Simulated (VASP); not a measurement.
Input of a VASP 6.6.1 run:

The input INCAR:

```
PREC     = Accurate       # precision mode
ENCUT    = 520            # plane-wave cutoff, eV
EDIFF    = 1E-8           # SCF threshold, eV
ISMEAR   = 0              # smearing method
SIGMA    = 0.02           # smearing width, eV
LREAL    = False          # projectors in reciprocal space
LASPH    = True           # aspherical terms in the spheres
NELM     = 80             # most SCF steps
ALGO     = Normal         # electronic algorithm
ISIF     = 2              # what is computed and relaxed
LWAVE    = False          # write WAVECAR
LCHARG   = False          # write CHGCAR
GGA      = PS             # functional
IVDW     = 12             # dispersion correction
NBANDS   = 12             # bands
IBRION   = 6              # ionic algorithm
NFREE    = 2            
POTIM    = 0.015          # step
NSW      = 1              # ionic steps
```

KPOINTS

```
Automatic mesh
0
Gamma
  12 12 12
```

POSCAR

```
P                                       
1.0
    1.6688348804      0.9635022703      2.7160848845
   -1.6688348804      0.9635022703      2.7160848845
    0.0000000000     -1.9270045293      2.7160848839
  P             
     2
Direct
     0.2439813025134331    0.2439813025134331    0.2439813025108609
     0.7560186974865669    0.7560186974865669    0.7560186974891391
```

Potentials or basis: VASP PAW PBE potentials, release 64 (P).

Launch:

```sh
$ cat potpaw_PBE.64/P/POTCAR > POTCAR
$ mpirun -np 1 vasp_std > vasp.out
```

**Question.** What does it give for the highest phonon frequency at Γ?

**Answer.** 247 cm⁻¹.

**Question.** What does it give for the dispersion energy per atom?

**Answer.** -0.433 eV.

Phonon frequencies in cm⁻¹ (negative: imaginary):
```csv
q point,frequencies
"(0.000, 0.000, 0.000)",0 0 0 212 212 247
```
